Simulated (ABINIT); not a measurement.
Crystal: PbS.

```
CELL_PARAMETERS angstrom
2.11266 1.21975 3.45192
-2.11266 1.21975 3.45192
0.00000 -2.43949 3.45192
ATOMIC_POSITIONS crystal
Pb 0.98057 0.98057 0.98057
S 0.47504 0.47504 0.47504
```

The cell is a database's computed one.

Base run:

```yaml
Program: ABINIT 10.8.3 (patched build)
Functional: PBEsol
Potentials_or_basis: JTH PAW PBE v2.0
Cutoff: 599 eV
k_mesh: 8 × 8 × 8
Occupations: fermi-dirac, width 0.05 eV
Spin: no spin polarisation
```

Its results: band gap on the k mesh 0.35 eV, direct; pressure -1.9 GPa; largest force 0.008 eV/Å.

Q: The run is repeated on the same cell with these changes: functional from PBEsol to r2SCAN; cutoff from 599 eV to 707 eV; fine-grid cutoff from 1197.3 eV to 1306.15 eV. What comes out?

A: Band gap on the k mesh 0.72 eV, direct; pressure -0.1 GPa; largest force 0.014 eV/Å.

Caveats: the PAW data sets were made with another functional, which shifts forces and pressure a little; spin-orbit coupling is left out, which as a rule narrows the gap of such compounds by several tenths of an eV.
